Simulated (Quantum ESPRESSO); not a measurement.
The system is PbF2 (Fluorocronite).

```
CELL_PARAMETERS angstrom
0.00000 2.96366 2.96366
2.96366 0.00000 2.96366
2.96366 2.96366 0.00000
ATOMIC_POSITIONS crystal
Pb 0.00000 0.00000 0.00000
F 0.75000 0.75000 0.75000
F 0.25000 0.25000 0.25000
```

Base run:

```yaml
Program: Quantum ESPRESSO 7.5
Functional: BLYP
Potentials_or_basis: GBRV 1.5 PBE
Cutoff: 612 eV
Density_cutoff: 4898 eV
k_mesh: 6 × 6 × 6, shifted
Occupations: fermi-dirac, width 0.05 eV
Spin: no spin polarisation
```

Its results: pressure 4.8 GPa; electronic dielectric tensor (diagonal) 3.26.

**Question.** After a change of settings the same cell gave: pressure -1.3 GPa; electronic dielectric tensor (diagonal) 3.38. Which change was it?
A. functional from BLYP to WC
B. functional from BLYP to AM05
C. functional from BLYP to LDA; potentials or basis from GBRV 1.5 PBE to GBRV 1.5 LDA

**Answer.** A.

WC binds more tightly than BLYP, so the same cell stands under less pressure.

Caveats: the potentials were made for another functional, which shifts forces and pressure; the cell is more than 3 GPa from zero pressure, which shifts response properties (some runs).

Runs at the PBE level aren't shown here.
